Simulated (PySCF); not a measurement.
Identify the unknown among the candidates.

All candidates are C4H8.

| technique | computed result |
| --- | --- |
| 13C NMR | chemical shifts (computed TMS as zero) by class: 132.8 (2 C), 14.6 (2 C) ppm [GIAO PBE0/pcSseg-1] |
| Rotational structure | rotational constants A, B, C: 16.325, 5.093, 4.079 GHz [PBE0-D3(BJ)/def2-SVP] |
| XPS | C1s 290.1 (×2), C1s 290.7 (×2) eV [ΔSCF SCAN, pcX-2 on the ionised atom, pcseg-1 elsewhere, spin-free X2C] |
| 1H NMR | chemical shifts (computed TMS as zero) by class: 5.58 (2 H), 1.72 (6 H) ppm [GIAO PBE0/pcSseg-1] |
| Polarisability | 52.1 au [CAM-B3LYP/def2-SVPD] |
| Valence photoelectron | vertical ionisation energy: 9.16 eV [ΔSCF CAM-B3LYP/def2-SVPD] |

The electronic properties come from PySCF, for the isolated species, density fitting. Levels stand in brackets. Isolated species at its PBE0-D3(BJ)/def2-SVP geometry, gas phase. NMR classes are plain means over equivalent atoms (diastereotopic ones count apart unless rotation or inversion swaps them), as if these changed places fast.

Question: Which candidate is it?
A. `C=CCC`
B. `CC1CC1`
C. `C/C=C\C`

Answer: C. It is `C/C=C\C`. Numbering: `[CH3:1]/[CH:2]=[CH:3]\[CH3:4]`. Its formula, C4H8, gives 1 degree of unsaturation: 0 rings and 1 π bond in the structure found. 4 carbons fall into 2 classes; from least to most shielded: alkene CH carbon [C2/C3] (132.8 ppm, 2 C), allylic carbon [C1/C4] (14.6 ppm, 2 C). Hydrogen classes from least to most shielded: 2 H on 2 alkene CH carbons, C2/C3 (5.58 ppm), 6 H on 2 allylic carbons, C1/C4 (1.72 ppm, a mean of values up to 0.5 ppm apart in this geometry). The core levels belong to: C1s 290.1 eV, alkene CH carbon [C2/C3]; C1s 290.7 eV, allylic carbon [C1/C4]. The first electron is taken from the HOMO, whose largest Löwdin shares are 0.34 on each of 2 atoms of one kind (alkene CH carbon) and 0.08 on each of 2 atoms of one kind (allylic carbon). The optimised geometry has point group C2v and is an asymmetric top.

The others, at the same levels:
- `CC1CC1` fails: its computed core binding energies are C1s 290.4 (×2), C1s 290.6, C1s 290.6 eV, rotational constant A is 15.666 GHz (against 16.325 GHz) and smallest rotational constant is 5.582 GHz (against 4.079 GHz).
- `C=CCC` fails: its computed core binding energies are C1s 290.1, C1s 290.5, C1s 290.6, C1s 290.8 eV, vertical ionisation energy is 9.71 eV (against 9.16 eV) and rotational constant A is 22.563 GHz (against 16.325 GHz).

Each candidate is one conformer, not necessarily the lowest. Dipoles, sizes and rotational constants follow the conformer. The torsions of the flexible species, by atom-mapped SMILES:
- `[CH2:1]=[CH:2][CH2:3][CH3:4]`: C1–C2–C3–C4 119°
